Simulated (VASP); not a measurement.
# Bi6Te8Se (Cm) in VASP: notebook

One crystal, Bi6Te8Se, is run at these levels: PBEsol; tasks: relaxation of cell and atoms.

Program: VASP 6.6.1. These are calculated values, not measurements. Logs are shortened: lines on timing, memory, paths and dates and some standing lists are left out, and cuts for length are marked.

## (1) The structure

The structure is monoclinic, space group Cm (No. 8). The conventional cell has a = 7.548 Å, b = 13.074 Å, c = 10.410 Å, α = 90.00°, β = 103.99°, γ = 90.00°. Bi (site symmetry m) has 6 Te at 3.05 to 3.23 Å as nearest neighbours. Around Bi (site symmetry 1) lie 6 Te at 3.05 to 3.23 Å. Around Bi (site symmetry m) lie 5 Te at 3.05 to 3.23 Å and 1 Se at 3.05 Å. Around Bi (site symmetry 1) lie 5 Te at 3.05 to 3.23 Å and 1 Se at 3.05 Å. Te (site symmetry m) is surrounded by 6 Bi at 3.23 Å. Te (site symmetry 1) is surrounded by 6 Bi at 3.23 Å. Te (site symmetry 1) has 3 Bi at 3.05 Å as nearest neighbours. Te (site symmetry m) has 3 Bi at 3.05 Å as nearest neighbours.

The cell was built by a generator and needn't be a form met in nature.

## (2) Relaxation of cell and atoms, PBEsol

The input, INCAR:

```
PREC     = Accurate       # precision mode
ENCUT    = 600            # plane-wave cutoff, eV
EDIFF    = 1E-6           # SCF threshold, eV
ISMEAR   = 0              # smearing method
SIGMA    = 0.03           # smearing width, eV
LREAL    = False          # projectors in reciprocal space
LASPH    = True           # aspherical terms in the spheres
NELM     = 80             # most SCF steps
ALGO     = Normal         # electronic algorithm
ISIF     = 3              # what is computed and relaxed
LWAVE    = False          # write WAVECAR
LCHARG   = False          # write CHGCAR
GGA      = PS             # functional
IBRION   = 2              # ionic algorithm
NSW      = 90             # ionic steps
EDIFFG   = -0.01          # ionic threshold
KPAR     = 4
```

The input, KPOINTS:

```
regular mesh
0
Gamma
  4 4 4
```

The input, POSCAR:

```
Bi6Te8Se
1.0
    6.5371281500     -3.7742127000      0.0000000000
    0.0000000000     -7.5484254000      0.0000000000
    2.1790427200     -1.2580709000    -10.1009675900
Bi Te Se
6 8 1
Direct
    0.0666666700      0.6666666700      0.8000000000
    0.7333333300      0.3333333300      0.8000000000
    0.4000000000      0.0000000000      0.8000000000
    0.2666666700      0.6666666700      0.2000000000
    0.9333333300      0.3333333300      0.2000000000
    0.6000000000      0.0000000000      0.2000000000
    0.6666666700      0.6666666700      0.0000000000
    0.3333333300      0.3333333300      0.0000000000
    0.0000000000      0.0000000000      0.0000000000
    0.5428333300      0.3333333300      0.3715000000
    0.2095000000      0.0000000000      0.3715000000
    0.4571666700      0.6666666700      0.6285000000
    0.1238333300      0.3333333300      0.6285000000
    0.7905000000      0.0000000000      0.6285000000
    0.8761666700      0.6666666700      0.3715000000
```

Potentials or basis: VASP PAW PBE potentials, release 64 (Bi_d, Te, Se).

Command:

```console
> cat potpaw_PBE.64/Bi_d/POTCAR potpaw_PBE.64/Te/POTCAR potpaw_PBE.64/Se/POTCAR > POTCAR
> mpirun -np 4 vasp_std > vasp.out
```

OUTCAR:

```text
PREC = Accurate
   ENCUT = 600
   EDIFF = 1E-6
   ISMEAR = 0
   LREAL = False
   LASPH = True
   NELM = 80
   ISIF = 3
   GGA = PS
   IBRION = 2
   NSW = 90
   EDIFFG = -0.01

 ion  position               nearest neighbor table
   1  0.067  0.667  0.800-  12 3.05  14 3.05  13 3.05   9 3.23   7 3.23   8 3.23
   2  0.733  0.333  0.800-  14 3.05  13 3.05  12 3.05   8 3.23   9 3.23   7 3.23
   3  0.400  0.000  0.800-  12 3.05  14 3.05  13 3.05   8 3.23   9 3.23   7 3.23
   4  0.267  0.667  0.200-  11 3.05  15 3.05  10 3.05   7 3.23   9 3.23   8 3.23
   5  0.933  0.333  0.200-  10 3.05  11 3.05  15 3.05   9 3.23   8 3.23   7 3.23
   6  0.600  0.000  0.200-  10 3.05  11 3.05  15 3.05   7 3.23   9 3.23   8 3.23
   7  0.667  0.667  0.000-   6 3.23   4 3.23   1 3.23   5 3.23   3 3.23   2 3.23
   8  0.333  0.333  0.000-   3 3.23   2 3.23   5 3.23   6 3.23   1 3.23   4 3.23
   9  0.000  0.000  0.000-   5 3.23   1 3.23   3 3.23   6 3.23   2 3.23   4 3.23
  10  0.543  0.333  0.371-   6 3.05   5 3.05   4 3.05  13 3.62  14 3.62  12 3.62
  11  0.209  0.000  0.371-   4 3.05   6 3.05   5 3.05  13 3.62  14 3.62  12 3.62
  12  0.457  0.667  0.629-   3 3.05   1 3.05   2 3.05  11 3.62  10 3.62
  13  0.124  0.333  0.629-   2 3.05   3 3.05   1 3.05  11 3.62  10 3.62
  14  0.791  0.000  0.629-   2 3.05   3 3.05   1 3.05  11 3.62  10 3.62
  15  0.876  0.667  0.371-   4 3.05   6 3.05   5 3.05

  LATTYP: Found a base centered monoclinic cell.
 ALAT       =     7.5484253957
 B/A-ratio  =     1.7320508082
 C/A-ratio  =     1.3790473078
 COS(beta)  =    -0.2417127620

  Lattice vectors:

 A1 = (  -6.5371281500,  -3.7742127000,   0.0000000000)
 A2 = (   0.0000000000,   7.5484254000,   0.0000000000)
 A3 = (   2.1790427200,  -1.2580709000, -10.1009675900)

Analysis of symmetry for initial positions (statically):
=====================================================================
 Subroutine PRICEL returns:
 Original cell was already a primitive cell.

 Routine SETGRP: Setting up the symmetry group for a
 base centered monoclinic supercell.

 Subroutine GETGRP returns: Found  2 space group operations
 (whereof  1 operations were pure point group operations)
 out of a pool of  4 trial point group operations.

The static configuration has the point symmetry C_1 .
 The point group associated with its full space group is C_1h.

Analysis of symmetry for dynamics (positions and initial velocities):
=====================================================================
 Subroutine PRICEL returns:
 Original cell was already a primitive cell.

 Routine SETGRP: Setting up the symmetry group for a
 base centered monoclinic supercell.

 Subroutine GETGRP returns: Found  2 space group operations
 (whereof  1 operations were pure point group operations)
 out of a pool of  4 trial point group operations.

The dynamic configuration has the point symmetry C_1 .
[... 154 lines left out ...]
   LEPSILON=     F    determine dielectric tensor
   LRPA    =     F    only Hartree local field effects (RPA)
 conjugate gradient relaxation of ions
 non-spin polarized calculation
 Gauss-broadening in eV      SIGMA  =   0.03
  energy-cutoff  :      600.00
  volume of cell :      498.43
 maximum number of plane-waves:     16665
   NGX = 31   NGY = 31   NGZ = 41

--------------------------------------- Ionic step        1  -------------------------------------------

 number of electron     143.9999998 magnetization

 Free energy of the ion-electron system (eV)
  ---------------------------------------------------
  ext. energy  EPLUGINS =         0.00000000
  ---------------------------------------------------
  free energy    TOTEN  =       -61.20360846 eV

  energy without entropy =      -61.20360846  energy(sigma->0) =      -61.20360846

------------------------ aborting loop because EDIFF is reached ----------------------------------------

  FORCE on cell =-STRESS in cart. coord.  units (eV):
  Direction    XX          YY          ZZ          XY          YZ          ZX
  --------------------------------------------------------------------------------------
  -------------------------------------------------------------------------------------
  Total       -1.2471597     -1.2558815     -2.0076342     -0.0075534     -0.0056243      0.0097415
  in kB       -4.0089099     -4.0369457     -6.4534034     -0.0242798     -0.0180788      0.0313135
  external PRESSURE =      -4.8330863 kB  Pullay stress =       0.0000000 kB
[... 128 lines left out ...]
  FREE ENERGIE OF THE ION-ELECTRON SYSTEM (eV)
  ---------------------------------------------------
  free  energy   TOTEN  =       -61.2930981766 eV

  energy  without entropy=      -61.2930981755  energy(sigma->0) =      -61.29309818

[... ionic steps 4 to 16 ...]

--------------------------------------- Ionic step       17  -------------------------------------------

 number of electron     144.0000003 magnetization

------------------------ aborting loop because EDIFF is reached ----------------------------------------
[... 93 lines left out ...]
--------------------------------------- Ionic step       19  -------------------------------------------

 number of electron     144.0000005 magnetization

 Free energy of the ion-electron system (eV)
  ---------------------------------------------------
  ext. energy  EPLUGINS =         0.00000000
  ---------------------------------------------------
  free energy    TOTEN  =       -61.37279693 eV

  energy without entropy =      -61.37279693  energy(sigma->0) =      -61.37279693

 E-fermi :   6.1295     XC(G=0):  -9.5349

 val. band max:        6.0123015734   @ k =   0.0000   0.0000   0.0000
 cond. band min:       6.2470726139   @ k =   0.0000   0.0000   0.0000
 fundamental gap:      0.2347710405
 Fermi energy:         6.1295121920

 k-point     1 :       0.0000    0.0000    0.0000
  band No.  band energies     occupation
      1     -17.1145      2.00000
      2     -17.1065      2.00000
      3     -17.1048      2.00000
      4     -17.1002      2.00000
      5     -17.0973      2.00000
      6     -17.0968      2.00000
[... 2077 lines left out ...]
     83       8.7840      0.00000
     84       8.8295      0.00000
 [bands above 84 left out]

------------------------ aborting loop because EDIFF is reached ----------------------------------------

  FORCE on cell =-STRESS in cart. coord.  units (eV):
  Direction    XX          YY          ZZ          XY          YZ          ZX
  --------------------------------------------------------------------------------------
  -------------------------------------------------------------------------------------
  Total       -0.0044153      0.0003017      0.0640637      0.0040850      0.0025992     -0.0045020
  in kB       -0.0142744      0.0009753      0.2071125      0.0132066      0.0084031     -0.0145546
  external PRESSURE =       0.0646045 kB  Pullay stress =       0.0000000 kB
[... 30 lines left out ...]
  FREE ENERGIE OF THE ION-ELECTRON SYSTEM (eV)
  ---------------------------------------------------
  free  energy   TOTEN  =       -61.3727969325 eV

  energy  without entropy=      -61.3727969324  energy(sigma->0) =      -61.37279693

 reached required accuracy - stopping structural energy minimisation
```

OSZICAR:

```text
N       E                     dE             d eps       ncg     rms          rms(c)
DAV:   1     0.155909565694E+04    0.15591E+04   -0.69058E+04  4128   0.182E+03
DAV:   2     0.164257972043E+03   -0.13948E+04   -0.13520E+04  4376   0.453E+02
DAV:   3    -0.466816759075E+02   -0.21094E+03   -0.20117E+03  4874   0.190E+02
[... 168 lines left out ...]
       N       E                     dE             d eps       ncg     rms          rms(c)
DAV:   1    -0.613725002879E+02    0.26491E-03   -0.91093E-02  4494   0.874E-01    0.501E-02
DAV:   2    -0.613728265315E+02   -0.32624E-03   -0.36498E-03  5604   0.261E-01    0.336E-02
DAV:   3    -0.613728079302E+02    0.18601E-04   -0.65030E-05  5426   0.472E-02    0.216E-02
DAV:   4    -0.613727969042E+02    0.11026E-04   -0.29333E-05  5282   0.334E-02    0.655E-03
DAV:   5    -0.613727969325E+02   -0.28231E-07   -0.59966E-06  3776   0.130E-02
  19 F= -.61372797E+02 E0= -.61372797E+02  d E =-.139062E-03
```

Wall time 1.6 h (4 MPI ranks of Intel Xeon Platinum 8259CL at 2.50GHz (Skylake/Cascade Lake), shared host); peak memory 1.4 GiB.

What came out:

| Quantity | Value |
| --- | --- |
| Free energy | -61.3728 eV |
| Relaxed volume | 33.04 Å³/atom |
| Relaxed cell | a = 7.542 Å, b = 7.542 Å, c = 10.369 Å, α = 83.05°, β = 75.99°, γ = 60.00° |
| Space group after relaxing (to 0.05 Å) | Cm (No. 8) |
| Energy gained by relaxing | 11.3 meV/atom |
| Ionic steps | 19 |
| Pressure after relaxing | 0.0 GPa |
| Largest force after relaxing | 0.007 eV/Å |
| Band gap on the k mesh | 0.23 eV, direct |

Forces on the atoms (eV/Å):
```
Bi   0.000  0.000 -0.007
Bi   0.000  0.000  0.004
Bi   0.000  0.000  0.004
Bi  -0.001  0.001 -0.003
Bi   0.000 -0.004 -0.002
Bi   0.003  0.002 -0.002
Te  -0.002  0.001 -0.001
Te   0.001  0.000 -0.001
Te   0.000 -0.001 -0.001
Te   0.002  0.001  0.003
Te   0.000 -0.002  0.003
Te   0.001  0.000  0.000
Te   0.000  0.004  0.000
Te  -0.004 -0.002  0.000
Se   0.001 -0.001  0.003
```

The path:
| step | energy change (eV) | largest force (eV/Å) | pressure (GPa) | volume (Å³) |
| --- | --- | --- | --- | --- |
| 1 | 0.0000 | 0.9573 | -0.48 | 498.43 |
| 2 | -0.0776 | 0.6565 | 0.41 | 491.24 |
| 3 | -0.0895 | 0.4638 | 0.92 | 487.36 |
| 4 | -0.1380 | 0.2682 | 0.53 | 490.78 |
| 5 | -0.1595 | 0.1258 | 0.13 | 494.82 |
| 6 | -0.1595 | 0.1279 | 0.13 | 494.97 |
| 7 | -0.1627 | 0.0752 | -0.03 | 496.03 |
| 8 | -0.1634 | 0.1104 | -0.15 | 496.84 |
| 9 | -0.1655 | 0.1116 | -0.05 | 495.75 |
| 10 | -0.1661 | 0.1126 | 0.04 | 494.78 |
| 11 | -0.1671 | 0.0924 | 0.03 | 495.03 |
| 12 | -0.1685 | 0.0318 | -0.05 | 495.76 |
| 13 | -0.1685 | 0.0253 | -0.05 | 495.84 |
| 14 | -0.1687 | 0.0250 | 0.07 | 494.91 |
| 15 | -0.1687 | 0.0207 | 0.03 | 495.25 |
| 16 | -0.1689 | 0.0172 | 0.01 | 495.47 |
| 17 | -0.1690 | 0.0157 | -0.01 | 495.77 |
| 18 | -0.1692 | 0.0102 | 0.00 | 495.68 |
| 19 | -0.1692 | 0.0066 | 0.01 | 495.58 |

Final structure:
```
Bi Te Se
1.0
     6.53167   -3.77106    0.00172
     0.00033   -7.54155    0.00086
     2.17523   -1.25587  -10.06046
Bi Te Se
6 8 1
Direct
  0.06726 0.66667 0.80054
  0.73361 0.33239 0.79927
  0.39934 0.00094 0.79927
  0.25814 0.66667 0.20338
  0.93242 0.34027 0.20328
  0.60602 0.99306 0.20328
  0.66161 0.66667 0.00187
  0.33677 0.32891 0.00319
  0.99902 0.00442 0.00319
  0.54216 0.33322 0.37428
  0.20872 0.00011 0.37428
  0.45852 0.66667 0.62731
  0.12154 0.33744 0.62713
  0.79231 0.99590 0.62713
  0.88254 0.66667 0.35261
```

Caveat: the PAW data sets were made with another functional, which shifts forces and pressure a little; spin-orbit coupling is left out, which as a rule narrows the gap of such compounds by several tenths of an eV. As with any semilocal functional, this PBEsol gap is likely too small.

## (3) Relaxation of cell and atoms, PBEsol

This run uses another cell than the first one, of 33.04 Å³/atom, 0.994 times its volume.

INCAR, as its differences from that of step 2:

```diff
@@ -2,3 +2,3 @@
 ENCUT    = 600            # plane-wave cutoff, eV
-EDIFF    = 1E-6           # SCF threshold, eV
+EDIFF    = 1E-7           # SCF threshold, eV
 ISMEAR   = 0              # smearing method
@@ -15,3 +15,3 @@
 NSW      = 90             # ionic steps
-EDIFFG   = -0.01          # ionic threshold
+EDIFFG   = -0.005         # ionic threshold
 KPAR     = 4
```

KPOINTS is that of step 2.

The input, POSCAR:

```
Bi6Te8Se                                
1.0
    6.5316698604     -3.7710613550      0.0017240612
    0.0003300406     -7.5415510629      0.0008620306
    2.1752311075     -1.2558702645    -10.0604578205
  Bi              Te              Se            
     6     8     1
Direct
     0.0672641702024196    0.6666666699999996    0.8005409717286687
     0.7336128123286308    0.3323918116230556    0.7992686171549087
     0.3993379639516824    0.0009415183769476    0.7992686171549086
     0.2581434350074677    0.6666666699999803    0.2033787793797230
     0.9324171217096626    0.3402736600509752    0.2032793913136585
     0.6060241217606130    0.9930596699490349    0.2032793913136661
     0.6616145626046359    0.6666666699999932    0.0018684649245442
     0.3367740233528801    0.3289095620706298    0.0031869431200531
     0.9990169254235106    0.0044237679293737    0.0031869431200521
     0.5421606157244945    0.3332234156895224    0.3742835440027230
     0.2087173714140121    0.0001099143104807    0.3742835440027230
     0.4585227492683922    0.6666666699999994    0.6273125389284903
     0.1215414186889173    0.3374359781012515    0.6271262070022948
     0.7923107367901686    0.9958973518987488    0.6271262070022959
     0.8825419717725057    0.6666666700000070    0.3526098398512896
```

Potentials or basis: VASP PAW PBE potentials, release 64 (Bi_d, Te, Se).

Command:

```console
> cat potpaw_PBE.64/Bi_d/POTCAR potpaw_PBE.64/Te/POTCAR potpaw_PBE.64/Se/POTCAR > POTCAR
> mpirun -np 4 vasp_std > vasp.out
```

Wall time 21 min (4 MPI ranks of Intel Xeon Platinum 8259CL at 2.50GHz (Skylake/Cascade Lake), shared host); peak memory 1.3 GiB.

The run converged. Its results:

```yaml
Free_energy: -61.3726 eV
Relaxed_volume: 33.05 Å³/atom
Relaxed_cell: a = 7.542 Å, b = 7.542 Å, c = 10.372 Å, α = 83.05°, β = 75.99°, γ = 60.00°
Space_group_after_relaxing_to_0.05_Å: Cm (No. 8)
Energy_gained_by_relaxing: 0.0 meV/atom
Ionic_steps: 3
Pressure_after_relaxing: 0.0 GPa
Largest_force_after_relaxing: 0.005 eV/Å
Band_gap_on_the_k_mesh: 0.24 eV, direct
```

Forces on the atoms (eV/Å):
```
Bi  -0.001  0.001 -0.004
Bi   0.000  0.000  0.003
Bi  -0.001  0.000  0.003
Bi   0.000  0.000 -0.002
Bi   0.000 -0.003 -0.001
Bi   0.003  0.001 -0.001
Te  -0.001  0.001 -0.001
Te   0.001  0.000 -0.001
Te   0.000  0.000 -0.001
Te   0.001  0.001  0.004
Te  -0.001 -0.001  0.004
Te   0.000  0.000 -0.003
Te   0.001  0.002 -0.003
Te  -0.002 -0.002 -0.003
Se   0.000  0.000  0.004
```

Final structure:
```xyz
15
Lattice="6.5318 -3.7711 0.0014 0.0002 -7.5420 0.0007 2.1756 -1.2561 -10.0634" Properties=species:S:1:pos:R:3 pbc="T T T"
Bi    2.1811   -6.2872   -8.0560
Bi    6.5308   -6.2774   -8.0417
Bi    4.3473   -2.5170   -8.0425
Bi    2.1286   -6.2569   -2.0460
Bi    6.5327   -6.3382   -2.0442
Bi    4.4011  -10.0303   -2.0442
Te    4.3256   -7.5253   -0.0175
Te    2.2068   -3.7547   -0.0314
Te    6.5324   -3.8048   -0.0307
Te    4.3558   -5.0278   -3.7653
Te    2.1776   -1.2582   -3.7660
Te    4.3599   -7.5451   -6.3117
Te    2.1583   -3.7907   -6.3106
Te    6.5395  -11.2869   -6.3091
Se    6.5319   -8.7992   -3.5465
```

Levels at points of the mesh, in eV from the valence-band top:
| k point | band 68 | band 69 | band 70 | band 71 | band 72 | band 73 | band 74 | band 75 | band 76 | band 77 |
| --- | --- | --- | --- | --- | --- | --- | --- | --- | --- | --- |
| (0.00, 0.00, 0.00) | -0.92 | -0.88 | -0.68 | -0.54 | 0.00 | 0.24 | 0.70 | 0.71 | 1.13 | 1.24 |
| (0.50, 0.00, 0.00) | -0.73 | -0.71 | -0.54 | -0.49 | -0.44 | 0.55 | 0.95 | 1.01 | 1.16 | 1.24 |
| (0.00, 0.50, 0.00) | -0.87 | -0.71 | -0.71 | -0.52 | -0.33 | 0.79 | 0.88 | 0.95 | 1.35 | 1.36 |
| (0.00, 0.00, 0.50) | -1.08 | -1.00 | -0.82 | -0.80 | -0.39 | 0.73 | 1.15 | 1.17 | 1.39 | 1.39 |
| (0.50, 0.00, 0.50) | -1.07 | -0.98 | -0.89 | -0.87 | -0.78 | 0.95 | 1.29 | 1.42 | 1.44 | 1.53 |
| (0.00, 0.50, 0.50) | -1.23 | -1.17 | -1.12 | -0.91 | -0.51 | 0.56 | 1.16 | 1.50 | 1.68 | 1.93 |

Caveat: the PAW data sets were made with another functional, which shifts forces and pressure a little; spin-orbit coupling is left out, which as a rule narrows the gap of such compounds by several tenths of an eV. As with any semilocal functional, this PBEsol gap is likely too small.
